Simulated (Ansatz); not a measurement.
**AlN under strains and displacements**

Level of theory: Ansatz, DFT PBEsol, scalar-relativistic, plane waves, PAW.

Settings: cutoff 420 eV, Γ-centred mesh 9×9×6 on the computed 4-atom cell, Gaussian smearing of 0.02 eV; no spin polarisation.

Reference cell:

```xyz
4
Lattice="3.1110 0.0000 0.0000 -1.5555 2.6942 0.0000 0.0000 0.0000 4.9780" Properties=species:S:1:pos:R:3 pbc="T T T"
Al    0.0000    1.7961    0.0000
Al    1.5555    0.8981    2.4890
N     0.0000    1.7961    1.9165
N     1.5555    0.8981    4.4055
```

Each variant moves atoms of this cell by the vectors given, if any (Å), and then applies a symmetric strain (tensor components, Cartesian axes). The reference cell isn't relaxed at this level. Energies are per atom at zero smearing, counted from the lowest variant. Pressure is positive in compression.

1. strain (xx yy zz yz xz xy, %) -0.96 -0.96 -3.96 0.00 0.00 0.00; moves: Al1 (0.000, 0.000, 0.030); Al2 (0.000, 0.000, 0.030); N3 (0.000, 0.000, -0.030); N4 (0.000, 0.000, -0.030)
2. strain (xx yy zz yz xz xy, %) 1.60 1.48 1.25 -0.58 -1.00 0.10; moves: Al1 (-0.029, -0.017, -0.017); Al2 (-0.045, -0.026, 0.041); N3 (0.033, 0.019, -0.135); N4 (0.041, 0.024, 0.111)
3. strain (xx yy zz yz xz xy, %) -2.41 -2.41 3.59 0.00 0.00 0.00; moves: Al1 (0.000, 0.000, -0.060); Al2 (0.000, 0.000, -0.060); N3 (0.000, 0.000, 0.060); N4 (0.000, 0.000, 0.060)
4. strain (xx yy zz yz xz xy, %) 3.34 5.17 4.52 -0.12 -0.17 0.08; moves: Al1 (-0.002, 0.002, -0.013); Al2 (0.056, -0.020, 0.025); N3 (-0.016, 0.072, -0.015); N4 (-0.038, -0.054, 0.003)
5. strain (xx yy zz yz xz xy, %) 0.24 0.24 9.24 0.00 0.00 0.00; moves: Al1 (0.000, 0.000, -0.150); Al2 (0.000, 0.000, -0.150); N3 (0.000, 0.000, 0.150); N4 (0.000, 0.000, 0.150)
6. no strain; moves: N4 (0.147, -0.028, -0.001)
7. strain (xx yy zz yz xz xy, %) -1.23 -1.08 0.39 -0.88 2.00 1.00; moves: Al1 (0.032, -0.042, 0.015); Al2 (-0.017, -0.025, -0.034); N3 (0.027, -0.008, -0.013); N4 (-0.041, 0.075, 0.032)

```csv
result,ΔE (meV/atom),P (GPa),largest force (eV/Å),gap on mesh (eV)
A,98.8,-4.54,3.47,3.32
B,13.1,15.32,1.42,4.68
C,0.0,1.98,2.30,3.97
D,68.2,9.39,1.49,3.92
E,51.8,8.28,3.80,4.13
F,77.1,-19.05,1.06,2.92
G,207.0,-2.04,0.97,2.63
```

(1) Which variant gave which result?

An odd mesh misses points on the zone edge, so a gap read on it can be too wide.

Results:

(1) A is 2, B is 1, C is 6, D is 3, E is 7, F is 4, G is 5.